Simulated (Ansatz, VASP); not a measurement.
One calculation of Al3Au, two programs

POSCAR

```
Al3Au
1.0
   -2.0253330000      2.0253330000      4.0566000000
    2.0253330000     -2.0253330000      4.0566000000
    2.0253330000      2.0253330000     -4.0566000000
Au Al
1 3
Direct
    0.0000000000      0.0000000000      0.0000000000
    0.5000000000      0.5000000000      0.0000000000
    0.2500000000      0.7500000000      0.5000000000
    0.7500000000      0.2500000000      0.5000000000
```

File INCAR.step1:

```
PREC     = Accurate       # precision mode
ENCUT    = 520            # plane-wave cutoff, eV
ISMEAR   = -1             # smearing method
SIGMA    = 0.05           # smearing width, eV
LREAL    = F              # projectors in reciprocal space
LASPH    = T              # aspherical terms in the spheres
NELM     = 100            # most SCF steps
NBANDS   = 18             # bands
GGA      = PE             # functional
ALGO     = Normal         # electronic algorithm
EDIFF    = 1E-4           # SCF threshold, eV
LWAVE    = T              # write WAVECAR
LCHARG   = F              # write CHGCAR
```

File INCAR.step2:

```
PREC     = Accurate       # precision mode
ENCUT    = 520            # plane-wave cutoff, eV
EDIFF    = 1E-6           # SCF threshold, eV
ISMEAR   = -1             # smearing method
SIGMA    = 0.05           # smearing width, eV
LREAL    = F              # projectors in reciprocal space
LASPH    = T              # aspherical terms in the spheres
NELM     = 100            # most SCF steps
ALGO     = Normal         # electronic algorithm
ISIF     = 2              # what is computed and relaxed
LWAVE    = F              # write WAVECAR
LCHARG   = T              # write CHGCAR
METAGGA  = R2SCAN         # meta-GGA
LMIXTAU  = T            
LELF     = T              # ELF
LVHAR    = T            
NBANDS   = 18             # bands
ISTART   = 1
```

The input KPOINTS:

```
Automatic mesh
0
Gamma
  5 5 5
```

input.yaml

```yaml
crystal:
  lattice:
    - [-2.025333, 2.025333, 4.0566]
    - [2.025333, -2.025333, 4.0566]
    - [2.025333, 2.025333, -4.0566]
  atoms:
    - { symbol: Au, position: [0.0, 0.0, 0.0] }
    - { symbol: Al, position: [0.5, 0.5, 0.0] }
    - { symbol: Al, position: [0.25, 0.75, 0.5] }
    - { symbol: Al, position: [0.75, 0.25, 0.5] }
hamiltonian:
  xc: r2scan
  pseudopotentials: { kind: paw }
kpoints:
  mp_grid: { grid: [5, 5, 5] }
  band_path:
    path:
      - [[0.0, 0.0, 0.0], [0.0, 0.0, 0.5], [-0.1246345671, 0.1246345671, 0.5], [-0.3123172836, 0.3123172836, 0.3123172836], [0.0, 0.0, 0.0], [0.5, 0.5, -0.5], [0.3123172836, 0.6876827164, -0.3123172836], [0.0, 0.5, 0.0], [0.25, 0.25, 0.25], [0.5, 0.5, -0.1246345671], [0.5, 0.5, -0.5]]
      - [[0.0, 0.0, 0.5], [0.25, 0.25, 0.25]]
    npoints: 14
scf:
  occupations: { method: fermi_dirac, width: 0.05 }
  n_extra_bands: 10
output:
  forces: true
  stress: true
  eigenvalues: true
  fatbands: false
```

The cell comes from a database or a generator and needn't be the stable form of this composition.

Alike in both runs: functional r2SCAN; k mesh 5 × 5 × 5; occupations fermi-dirac, width 0.05 eV; no spin polarisation.

|  | VASP | Ansatz |
| --- | --- | --- |
| version | VASP 6.6.1 | Ansatz 0.2.0 |
| potentials or method | VASP PAW PBE potentials, release 64 (Au, Al) | Ansatz PAW |
| plane-wave cutoff (eV) | 520 | 500 |
| valence electrons in the cell | 20 | 28 |
| task | single point | band structure |

|  | VASP | Ansatz | Ansatz less VASP |
| --- | --- | --- | --- |
| gap on the k mesh at the Fermi level (eV) | none | none | - |
| pressure (GPa) | -3.0 | -2.7 | +0.31 |
| largest component of the traceless stress (GPa) | 0.33 | 0.34 | +0.003 |

A gap of «none» marks a metal or a gap that the smearing closes. The two sets of potentials don't hold the same shells in valence.

Caveats: the k mesh is coarse (spacing up to 0.44 Å⁻¹), so the values aren't converged; the PAW data sets were made with another functional, which shifts forces and pressure a little (VASP); spin-orbit coupling is left out, which moves the levels of the heavy elements (Ansatz); the PAW data sets come from PBE, with cores solved anew for the run's functional, which leaves a small shift of forces and pressure (Ansatz). Spin-orbit coupling is left out, which matters for the levels of Au.
